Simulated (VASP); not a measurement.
Runs of VASP 6.6.1 on AlN. Symmetry: P6_3/mmc, No. 194, hexagonal system. Conventional cell: a = 3.312 Å, b = 3.312 Å, c = 4.188 Å, α = 90.00°, β = 90.00°, γ = 120.00°. Around Al (site symmetry -6m2) lie 5 N at 1.91 to 2.09 Å. Around N (site symmetry -6m2) lie 5 Al at 1.91 to 2.09 Å. Measurements of this composition are mostly on another form, of space group No. 186.

```tsv
task	level	potentials or basis	cell	k mesh	cutoff (eV)	smearing	grid for exact exchange (PRECFOCK)	exchange at q = 0	mesh quality	gap on the mesh (eV)	pressure (GPa)
density of states	PBE0	VASP PAW PBE potentials, release 54 (Al, N)	as given	5 × 5 × 4	500	tetrahedron	Fast	truncated	coarse	5.24	-5.9
Born charges and dielectric tensor	LDA	VASP PAW LDA potentials, release 64 (Al, N_s)	as given	9 × 9 × 7	400	gaussian 0.05 eV	-	-	not flagged	3.29	-
atomic charges	vdW-DF	VASP PAW PBE potentials, release 64 (Al_GW, N_GW)	atoms moved at random, drawn with an rms of 0.02 Å	9 × 9 × 7	550	gaussian 0.05 eV	-	-	not flagged	3.53	3.2
dielectric tensor	BLYP+D4	VASP PAW PBE potentials, release 64 (Al, N_h)	volume scaled by 1.04	9 × 9 × 6	900	tetrahedron	-	-	not flagged	(a)	-
```

Alike in all rows: no spin polarisation.

Q: Fill in the values left out.

A: (a) 3.26.

Caveats: some runs use coarse meshes; the PAW data sets were made with another functional, which shifts forces and pressure a little (some runs); an odd mesh through Γ misses points on the zone boundary, where band edges often lie (some runs); the cutoff is under 1.25 times the usual one of these potentials, so pressure, stress and relaxed cells hold a basis-set (Pulay) error (some runs).

Runs at the PBE level aren't shown here.
